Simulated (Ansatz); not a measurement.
Crystal: P.

```xyz
4
Lattice="1.6477 -5.4650 0.0000 1.6477 5.4650 0.0000 0.0000 0.0000 4.5436" Properties=species:S:1:pos:R:3 pbc="T T T"
P     1.6477   -4.4173    2.6754
P     1.6477    4.4173    1.8683
P     1.6477   -1.0477    0.4035
P     1.6477    1.0477    4.1401
```

| Quantity | Value |
| --- | --- |
| Program | Ansatz 0.2.0 |
| Task | relaxation of cell and atoms |
| Functional | PBE |
| Potentials or basis | Ansatz PAW |
| Cutoff | 420 eV (not typed: the program's choice for these potentials) |
| k mesh | 8 × 8 × 6 |
| Occupations | fermi-dirac, width 0.05 eV |
| Spin | no spin polarisation |

At the start: volume 20.46 Å³/atom.

Question: Where does the relaxation end?

Answer: It ends after 6 steps and the volume is 21.25 Å³/atom (+3.9 %); space group Cmce (No. 64, to 0.05 Å).

Step by step:
```
step  energy change (eV)  largest force (eV/Å)  volume (Å³)
   1              0.0000                0.3378        81.83
   2             -0.0149                0.1083        83.35
   3             -0.0182                0.0353        85.16
   4             -0.0189                0.0060        84.95
   5             -0.0189                0.0036        84.99
   6             -0.0195                0.0036        84.99
```

Final structure:
```yaml
crystal:
  lattice:
    - [1.65564, -5.63018, 0.00000]
    - [1.65564, 5.63018, 0.00000]
    - [0.00000, 0.00000, 4.55897]
  atoms:
    - { symbol: P, position: [0.90576, 0.09424, 0.58638] }
    - { symbol: P, position: [0.09424, 0.90576, 0.41362] }
    - { symbol: P, position: [0.59424, 0.40576, 0.08638] }
    - { symbol: P, position: [0.40576, 0.59424, 0.91362] }
```

Caveat: the plane-wave basis is chosen anew once the cell has moved, so the energies of steps on either side of that aren't comparable.
